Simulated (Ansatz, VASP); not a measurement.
One calculation of Bi, two programs

```xyz
2
Lattice="3.4854 0.0000 0.0000 -1.7427 3.0184 0.0000 0.0000 0.0000 5.7154" Properties=species:S:1:pos:R:3 pbc="T T T"
Bi    0.0000    2.0123    1.4288
Bi    1.7427    1.0061    4.2865
```

Alike in both runs: task single point; functional PBEsol; k mesh 12 × 12 × 6; occupations fermi-dirac, width 0.1 eV; no spin polarisation.

```csv
,VASP,Ansatz
version,VASP 6.6.1,Ansatz 0.2.0
potentials or method,"VASP PAW PBE potentials, release 64 (Bi_d)","plane waves (420 eV) with PAW, scalar-relativistic"
plane-wave cutoff (eV),520,420
valence electrons in the cell,30,30
```

VASP gave:

```
pressure (GPa)                                  : -0.2
largest component of the traceless stress (GPa) : 0.56
```

Question: Estimate Ansatz's values.

Answer: Pressure (GPa): -0.1; largest component of the traceless stress (GPa): 0.55.

The functional is the same, so the differences come from potentials, cutoffs and numerics. Ansatz warned: «pseudo_functional_mismatch».

Caveats: the PAW data sets were made with another functional, which shifts forces and pressure a little (VASP).
